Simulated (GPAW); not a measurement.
SnTe in GPAW: the effect of functional

SnTe:

```
Te Sn
1.0
     0.00000    3.15085    3.15085
     3.15085    0.00000    3.15085
     3.15085    3.15085    0.00000
Te Sn
1 1
Cartesian
  3.1509 3.1509 3.1509
  0.0000 0.0000 0.0000
```

Alike in all runs:

```yaml
Program: GPAW 26.7.0
Task: dielectric tensor
Cutoff: 400 eV
Basis: pw
k_mesh: 6 × 6 × 6
Occupations: fermi-dirac, width 0.001 eV
Spin: no spin polarisation
```

One run gave: dielectric constant 2904.62 mean. Which functional did it use?
A. PBEsol
B. LDA
C. GLLB-SC
D. RPBE
E. PBE

C.

```tsv
functional	potentials or basis	dielectric constant (mean)
LDA	the program's PAW data sets (release 1.2.1) made for this functional	74.77
AM05	PAW data sets generated in the run's folder for this functional	70.55
PBEsol	PAW data sets generated in the run's folder for this functional	68.21
PBE	GPAW PAW data sets (gpaw-data 1.2.1)	76.45
RPBE	the program's PAW data sets (release 1.2.1) made for this functional	91.17
GLLB-SC	the program's PAW data sets (release 1.2.1) made for this functional	2904.62
```

Caveats: the long-wavelength limit can be off by a per cent or two; a model potential gives levels but no total energy (some runs); response on these states lacks terms of the Hamiltonian (some runs).
